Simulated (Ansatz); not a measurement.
# WS2: the cost of one run

Code: Ansatz 0.2.0. PAW datasets, plane waves. No spin polarisation and no zero-point or thermal motion.

## Step 1: The structure to begin with

The unstrained cell was relaxed with r2SCAN; in each strained cell the atoms were relaxed again with r2SCAN. Names of k-points are those of the unstrained zone, where strain can split equivalent points. First state: no strain.

The sheet's in-plane cell has a = 3.180 Å, b = 3.180 Å (γ = 120.0°), and its outermost atoms lie 3.12 Å apart along the normal. Near W stand 6 S at 2.41 Å; near S stand 3 W at 2.41 Å.

Coordinates:

```
W S
1.0
     3.18031    0.00000    0.00000
    -1.59016    2.75423    0.00000
     0.00000    0.00000   30.83257
W S
1 2
Direct
  0.33333 0.66667 0.29190
  0.66667 0.33333 0.34248
  0.66667 0.33333 0.24132
```
Periodic in the plane only; c spans the vacuum.

## Step 2: No strain: PBE

input.yaml

```yaml
crystal:
  lattice:
    - [3.1803124565, 0.0, 0.0]
    - [-1.5901562283, 2.7542313793, 0.0]
    - [0.0, 0.0, 30.8325707176]
  atoms:
    - { symbol: W, position: [0.3333333333, 0.6666666667, 0.2918991116] }
    - { symbol: S, position: [0.6666666667, 0.3333333333, 0.3424814063] }
    - { symbol: S, position: [0.6666666667, 0.3333333333, 0.2413168168] }
  periodic: [true, true, false]
kpoints:
  mp_grid: { grid: [12, 12, 1] }
  band_path:
    path: [[0.0, 0.0, 0.0], [0.5, 0.0, 0.0], [0.3333333333, 0.3333333333, 0.0]]
    npoints: 1
hamiltonian:
  xc: pbe
scf:
  occupations: { method: fermi_dirac, width: 0.02 }
  n_extra_bands: 4
output:
  forces: true
  stress: true
  eigenvalues: true
  write_density: true
  write_potential: true
  elf: true
  volumetric_format: npy
```

Command:

```
ansatz run input.yaml --threads 4 --pin off --max-ram 5529MiB --backend cpu --events-out ev --progress --plain --runs-dir out
```

Q: Estimate wall time and peak memory on 4 threads of Arm Neoverse V2, shared host.

About 3.9 s, with a peak of 0.53 GiB.
